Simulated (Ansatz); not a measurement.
L1₀ (CuAu-type) CoPt was calculated with LDA in Ansatz (PAW).

Run with plane-wave cutoff 520 eV, 20×20×16 k mesh (along the axes of the cell as run), Fermi–Dirac smearing 0.05 eV, spin-polarised with parallel moments, scalar-relativistic PAW data made under PBE.

Response to compression and expansion:

Shape and atoms are relaxed at each volume.

```
V (Å³/atom)  P (GPa)  moment (μB per cell of 2 atoms)  c (Å)  a (Å)
-----------  -------  -------------------------------  -----  -----
12.091         12.22                             2.03  3.557  2.607
12.343          5.78                             2.08  3.588  2.623
12.594          0.00                             2.11  3.618  2.638
12.846         -5.15                             2.14  3.648  2.654
13.098         -9.71                             2.17  3.678  2.669
```

Note: the bulk modulus comes from volumes at which shape and atoms were relaxed.

Ansatz is an electronic-structure program.
